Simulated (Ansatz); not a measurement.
## What a change of settings does to a run on AlN

The geometry is COD entry 1523095, unchecked; take it as a test cell. The listed cell was then made from it by scaling, straining or moving an atom.

First run: DFT, PBE, PAW with Ansatz's default frozen-core files, scalar-relativistic (Ansatz 0.2.0).

Command: `ansatz run input.yaml --threads 1 --pin off --max-ram 2048MiB --backend cpu --events-out ev --progress --plain --runs-dir out` The run took 0.88 s on 1 thread of AMD EPYC 9R45 96-Core Processor (Zen 5), on a shared host, peak memory 0.37 GiB.

```yaml
crystal:
  lattice:
    - [0.0, 1.978, 1.978]
    - [1.978, 0.0, 1.978]
    - [1.978, 1.978, 0.0]
  atoms:
    - { symbol: Al, position: [0.0202224469, 0.0202224469, -0.0202224469] }
    - { symbol: "N", position: [0.5, 0.5, 0.5] }
kpoints:
  mp_grid: { grid: [10, 10, 10] }
scf:
  occupations: { method: fermi_dirac, width: 0.02 }
hamiltonian:
  xc: pbe
  pseudopotentials: { kind: paw }
output:
  forces: true
  stress: true
  eigenvalues: true
  efg: { contact_densities: true }
```

Result: converged; pressure 26.8 GPa; largest force 0.841 eV/Å; gap on the k mesh 5.18 eV; 6 SCF iterations.

A second input differs as follows:

```diff
@@ -11,6 +11,7 @@
 scf:
   occupations: { method: fermi_dirac, width: 0.02 }
+  max_iter: 60
 hamiltonian:
-  xc: pbe
+  xc: gga
   pseudopotentials: { kind: paw }
 output:
```

**Question.** What is wrong with it, and what does the program do?

**Answer.** The fault is an unknown functional. The run refused before any iteration. The log ends:
```
Error: YAML parse error: error: line 15 column 7: hamiltonian.xc: unknown variant `gga`, expected one of `lda`, `lda-pw`, `pw92`, `pbe`, `pbesol`, `rpbe`, `revpbe`, `blyp`, `pbe0`, `revpbe0`, `b3lyp`, `b3lyp5`, `hse06`, `wpbeh`, `hiss`, `lc_wpbe`, `cam_b3lyp`, `hf`, `r2scan`, `r2scanh`, `r2scan0`, `r2scan50`, `mr2scan`
  --> <input>:15:7
   |
13 |   max_iter: 60
14 | hamiltonian:
15 |   xc: gga
   |       ^ hamiltonian.xc: unknown variant `gga`, expected one of `lda`, `lda-pw`, `pw92`, `pbe`, `pbesol`, `rpbe`, `revpbe`, `blyp`, `pbe0`, `revpbe0`, `b3lyp`, `b3lyp5`, `hse06`, `wpbeh`, `hiss`, `lc_wpbe`, `cam_b3lyp`, `hf`, `r2scan`, `r2scanh`, `r2scan0`, `r2scan50`, `mr2scan`
16 |   pseudopotentials: { kind: paw }
17 | output:
   |
```
